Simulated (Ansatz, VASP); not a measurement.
# CdF2: VASP beside Ansatz

File INCAR:

```
  PREC = Accurate
  ENCUT = 520
  EDIFF = 1E-6
  ISMEAR = 0
  SIGMA = 0.05
  LREAL = False
  LASPH = True
  NELM = 100
  ALGO = Normal
  ISIF = 2
  LWAVE = False
  LCHARG = False
  NBANDS = 20
```

KPOINTS

```
Automatic mesh
0
Gamma
  8 8 8
```

File POSCAR:

```
CdF2
1.0
    0.0000000000      2.6940000000      2.6940000000
    2.5929750000      0.0000000000      2.6940000000
    2.5929750000      2.6940000000      0.0000000000
Cd F
1 2
Direct
    0.0000000000      0.0000000000      0.0000000000
    0.2500000000      0.2500000000      0.2500000000
    0.7500000000      0.7500000000      0.7500000000
```

Input for Ansatz:

```yaml
crystal:
  lattice:
    - [0.0, 2.694, 2.694]
    - [2.592975, 0.0, 2.694]
    - [2.592975, 2.694, 0.0]
  atoms:
    - { symbol: Cd, position: [0.0, 0.0, 0.0] }
    - { symbol: F, position: [0.25, 0.25, 0.25] }
    - { symbol: F, position: [0.75, 0.75, 0.75] }
basis:
  ecutwfc: 420
kpoints:
  mp_grid: { grid: [8, 8, 8] }
hamiltonian:
  xc: lda
scf:
  occupations: { method: gaussian, width: 0.05 }
output:
  forces: true
  stress: true
  eigenvalues: true
```

Change from the starting cell: strain -0.0375 x Voigt [1, 0, 0, 0, 0, 0], atoms carried along.

Alike in both runs: task single point; functional LDA; k mesh 8 × 8 × 8; occupations gaussian, width 0.05 eV; no spin polarisation.

|  | VASP | Ansatz |
| --- | --- | --- |
| version | VASP 6.6.1 | Ansatz 0.2.0 |
| potentials or method | VASP PAW LDA potentials, release 64 (Cd, F) | scalar-relativistic, plane waves, PAW |
| plane-wave cutoff (eV) | 520 | 420 |
| valence electrons in the cell | 26 | 34 |

VASP gave:

| Property | Result |
| --- | --- |
| gap on the k mesh at the Fermi level (eV) | 2.88 |
| least direct gap on the mesh (eV) | 3.31 |
| pressure (GPa) | -0.4 |
| largest component of the traceless stress (GPa) | 2.96 |

What did Ansatz give for the same quantities?

gap on the k mesh at the Fermi level (eV): 2.90; least direct gap on the mesh (eV): 3.32; pressure (GPa): -1.6; largest component of the traceless stress (GPa): 3.01.

The two sets of potentials don't hold the same shells in valence.

A k mesh can miss the band edges.
